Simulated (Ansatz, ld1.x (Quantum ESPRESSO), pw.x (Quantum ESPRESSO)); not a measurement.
# aluminium (Al) (bcc): variants of one TM potential in the solid

```
Element                 : aluminium (Al)
Generator               : ld1.x (Quantum ESPRESSO) 7.5
Type                    : norm-conserving Troullier–Martins (Kleinman–Bylander form)
Functional              : PBE
Relativity              : scalar-relativistic
Frozen core             : [Ne]
Valence charge          : 3
Reference configuration : 3s2 3p1
Partial waves           : 3s (bound): rc 1.85 bohr; 3p (bound): rc 2.20 bohr
Local potential         : all-electron potential smoothed inside 1.60 bohr (lloc = -1)
Core correction         : none
```

Crystal test: bcc Al in pw.x 7.5, no spin, 14³ k-points, Fermi–Dirac smearing 0.01 Ry, cutoffs set for each file from its atomic test. The reference is all-electron LAPW (Ansatz 0.2.0) with the same functional, mesh and smearing; V0 and B0 come from Birch–Murnaghan fits to the pressures at five volumes. Errors are pseudo minus all-electron; Δ is the rms difference of the E(V) curves that follow from these fits, minima aligned, over ±6 % about the mean V0. Mesh and smearing are coarse, so the numbers serve the comparison and aren't converged zero-temperature values; the lattice is a test structure that the element need not adopt.

All-electron: a0 = 3.237 Å (V0 = 16.96 Å³/atom), B0 = 68.4 GPa.

Base: This is a poor potential for the solid.

1 further variants are left out: they gave no file fit for a test, a broken result, the same result as the base, or pressures whose basis-set error rivals the error shown.

| change | cutoffs (Ry) | pw.x | a0 (Å) | a0 error (%) | B0 error (%) | Δ (meV/atom) | mean pressure error (GPa) |
| --- | --- | --- | --- | --- | --- | --- | --- |
| base | 40/160 | converged | 3.267 | +0.91 | -3.5 | 6.9 | +1.92 |
| core correction a·sin(br)/r model core inside 1.32 bohr | 50/200 | converged | 3.251 | +0.43 | -2.3 | 3.3 | +0.90 |
| core correction a·sin(br)/r model core inside 1.80 bohr | 50/200 | converged | 3.258 | +0.64 | -1.4 | 4.9 | +1.36 |
| core correction a·sin(br)/r model core inside 2.16 bohr | 50/200 | converged | 3.262 | +0.77 | -2.4 | 5.8 | +1.63 |

Q: Give the row for: core correction a·sin(br)/r model core inside 0.98 bohr.

A: pw.x: converged; mean pressure error (GPa): +1.12; a0 (Å): 3.255; a0 error (%): +0.55; B0 error (%): -3.0; Δ (meV/atom): 4.1.
